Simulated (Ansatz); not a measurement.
# Zn: response to strain

Zn is deformed so: equal xy, yz and zx engineering shear strains of +1 %. What stress and forces result, by LAPW, PAW and all-electron datasets made for the crystal?

Computed with Ansatz 0.2.0 (DFT PBE, scalar-relativistic, unless a step's input says otherwise).

## (1) Starting point

Symmetry: P6_3/mmc, No. 194, hexagonal system. Conventional cell: a = 2.665 Å, b = 2.665 Å, c = 4.947 Å, α = 90.00°, β = 90.00°, γ = 120.00°. Around Zn (site symmetry -6m2) lie 12 Zn at 2.66 to 2.91 Å.

As a file:

```xyz
2
Lattice="2.6648 0.0000 0.0000 -1.3324 2.3078 0.0000 0.0000 0.0000 4.9467" Properties=species:S:1:pos:R:3 pbc="T T T"
Zn    0.0000    1.5385    1.2367
Zn    1.3324    0.7693    3.7100
```

Atoms are numbered in the order of the input: Zn1, Zn2.

## (2) After the deformation

Space group P6_3/mmc before, P-1 after.

## (3) Full-potential LAPW

File input.yaml:

```yaml
crystal:
  lattice:
    - [2.6647980532, 0.0133239903, 0.0133239903]
    - [-1.3208601126, 2.3011208149, 0.0048769189]
    - [0.0247335, 0.0247335, 4.9467]
  atoms:
    - { symbol: Zn, position: [0.3333333333, 0.6666666667, 0.25] }
    - { symbol: Zn, position: [0.6666666667, 0.3333333333, 0.75] }
kpoints:
  mp_grid: { grid: [18, 18, 8] }
  band_path:
    path:
      - [0.0, 0.0, 0.0]
      - [0.0, -0.5, 0.0]
      - [0.0, 0.0, 0.5]
      - [0.0, 0.0, 0.0]
      - [-0.5, 0.0, 0.0]
      - [-0.5, 0.5, -0.5]
      - [0.0, 0.0, 0.0]
      - [-0.5, 0.0, -0.5]
      - [-0.5, 0.5, 0.0]
    npoints: 5
scf:
  occupations: { method: fermi_dirac, width: 0.03 }
hamiltonian:
  xc: pbe
  pseudopotentials: { kind: all_electron, lapw: { basis_error: 0.00025 } }
output:
  forces: true
  stress: true
  eigenvalues: true
```

On the command line:

```
ansatz run input.yaml --threads 1 --pin off --max-ram 3072MiB --backend cpu --events-out ev --progress --plain --runs-dir out
```

## (4) Frozen-core PAW

File input.yaml:

```yaml
crystal:
  lattice:
    - [2.6647980532, 0.0133239903, 0.0133239903]
    - [-1.3208601126, 2.3011208149, 0.0048769189]
    - [0.0247335, 0.0247335, 4.9467]
  atoms:
    - { symbol: Zn, position: [0.3333333333, 0.6666666667, 0.25] }
    - { symbol: Zn, position: [0.6666666667, 0.3333333333, 0.75] }
kpoints:
  mp_grid: { grid: [18, 18, 8] }
scf:
  occupations: { method: fermi_dirac, width: 0.03 }
hamiltonian:
  xc: pbe
  pseudopotentials: { kind: paw }
output:
  forces: true
  stress: true
  eigenvalues: true
  efg: { contact_densities: true }
```

## (5) Datasets made for this crystal

input.yaml: that of step 4 with these lines changed.

```diff
@@ -14,3 +14,3 @@
   xc: pbe
-  pseudopotentials: { kind: paw }
+  pseudopotentials: { kind: all_electron, datasets: crystal }
 output:
```

(Steps that only read results are left out.)

Before running it: what results should come out? Wanted: pressure; largest shear or deviatoric stress.

**Answer**, as computed:

```
                                 quantity                                              value
                                 pressure  LAPW -0.31, PAW -0.32, crystal datasets -0.31 GPa
largest shear or deviatoric stress (LAPW)                                           0.72 GPa
```

In words: The largest part of the stress beyond the pressure is 0.72 GPa in size, in the zz component; the atoms are carried along and not relaxed. No run of the undeformed cell stands beside it, so the pressure holds what the given cell had before the change. PAW: stress within 0.02 GPa of LAPW. Crystal datasets: stress within 0.01 GPa of LAPW.
